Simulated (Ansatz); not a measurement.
SnO2: experiment and calculation

**Measured values to compare with.**

From a printed reference work, textbook, for a bulk crystal of SnO2: lattice constant a 4.7373 Å; lattice constant c 3.1864 Å.

The runs below are set against these values where they give the same quantity.

The calculation used DFT r2SCAN, scalar-relativistic, plane waves, PAW in Ansatz 0.2.0.

Settings: cutoff 500 eV, Γ-centred mesh 6×6×8 on the computed 6-atom cell, Gaussian smearing of 0.02 eV; no spin polarisation.

Relaxed structure, symmetry kept:

```cif
data_structure
_symmetry_space_group_name_H-M 'P4_2/mnm'
_symmetry_Int_Tables_number 136
_cell_length_a 4.7599
_cell_length_b 4.7599
_cell_length_c 3.2007
_cell_angle_alpha 90.000
_cell_angle_beta 90.000
_cell_angle_gamma 90.000
_cell_volume 72.52
loop_
_atom_site_label
_atom_site_type_symbol
_atom_site_symmetry_multiplicity
_atom_site_Wyckoff_symbol
_atom_site_fract_x
_atom_site_fract_y
_atom_site_fract_z
_atom_site_occupancy
Sn1 Sn 2 a 0.50000 0.50000 0.50000 1
O1 O 4 f 0.30591 0.30591 0.00000 1
```

| Item | Value |
| --- | --- |
| Space group | P4_2/mnm (No. 136) |
| Volume per atom | 81.6 bohr³ |
| Formation energy from the elements' standard states (uncorrected) | -1.869 eV/atom |
| Generalised Kohn–Sham band gap | 1.77 eV, direct at Γ |
| Löwdin character of the top 1 eV of the valence band | O 2p 98 % |
| Löwdin character of the lowest 1 eV of the conduction band | Sn 5s 56 %, O 2s 25 %, O 2p 14 % |
| Electron masses at the edge by Cartesian direction of the standard setting (m_e; degenerate bands sorted by energy; no spin-orbit coupling) | x: 0.23; y: 0.23; z: 0.19 |
| Hole masses at the edge by Cartesian direction of the standard setting (m_e; degenerate bands sorted by energy; no spin-orbit coupling) | x: 1.3; y: 1.3; z: 1.7 |
| Bulk modulus | 201 GPa |
| Its pressure derivative | 5.2 |
| Electronic dielectric constant xx, yy, zz of the standard setting (independent particles) | 4.0, 4.0, 4.3 |
| Bader charges (e) | Sn (2 in the cell) 2.62, O (4 in the cell) -1.31 |

Against the measured lattice constant a of SnO2, 4.7373 Å (a printed reference work, textbook), the calculated 4.760 Å is off by +0.5 %. Measured lattice constant c of SnO2: 3.1864 Å (a printed reference work, textbook). This calculation gives 3.201 Å (+0.4 %). The calculation is for 0 K without zero-point motion.